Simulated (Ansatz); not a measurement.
SrO under changes of volume

One of the cells (16.901 Å³/atom); the others are scaled copies at fixed shape and fractional positions:

```
Sr O
1.0
     0.00000    2.56630    2.56630
     2.56630    0.00000    2.56630
     2.56630    2.56630    0.00000
Sr O
1 1
Direct
  0.50000 0.50000 0.50000
  0.00000 0.00000 0.00000
```

```yaml
Program: Ansatz 0.2.0
Functional: revPBE
Dispersion: D3(BJ)
Potentials_or_basis: Ansatz PAW
Cutoff: "420 eV (not typed: the program's choice for these potentials)"
k_mesh: 9 × 9 × 9
Occupations: fermi-dirac, width 0.05 eV
Spin: no spin polarisation
```

```csv
volume (Å³/atom),energy over the lowest point (meV/atom),pressure (GPa),gap on the mesh (eV)
15.887,27.70,7.7,3.42
16.225,13.98,5.3,3.43
16.563,5.13,3.1,3.45
16.901,0.64,1.2,3.46
17.239,0.00,-0.6,3.46
17.577,2.87,-2.1,3.47
17.915,?,?,?
```

Task: What does the run at 17.915 Å³/atom give?

Result: Energy over the lowest point 8.93 meV/atom; pressure -3.5 GPa; gap on the mesh 3.47 eV.

Worked out: A Birch-Murnaghan fit of order 3 (a polynomial in V^(-2/3)) to the other rows has its minimum at 17.13 Å³/atom with B0 = V·E''(V) = 87 GPa and B' = 4.7. It gives 8.83 meV/atom at 17.915 Å³/atom, against the run's 8.93, and -dE/dV = -3.5 GPa, against -3.5. A straight line through the other rows of the gap, of slope 0.496 eV per unit of ln V, extrapolates to 3.48 eV, against the run's 3.47.

Energies are extrapolated to zero smearing.

Caveats: odd divisions of the mesh miss points on the zone boundary, where band edges often lie, so the gap on the mesh can be too wide; the PAW data sets come from PBE, with cores solved anew for the run's functional, which leaves a small shift of forces and pressure.

A mesh can miss the band edges. Spin-orbit coupling on Sr is left out.
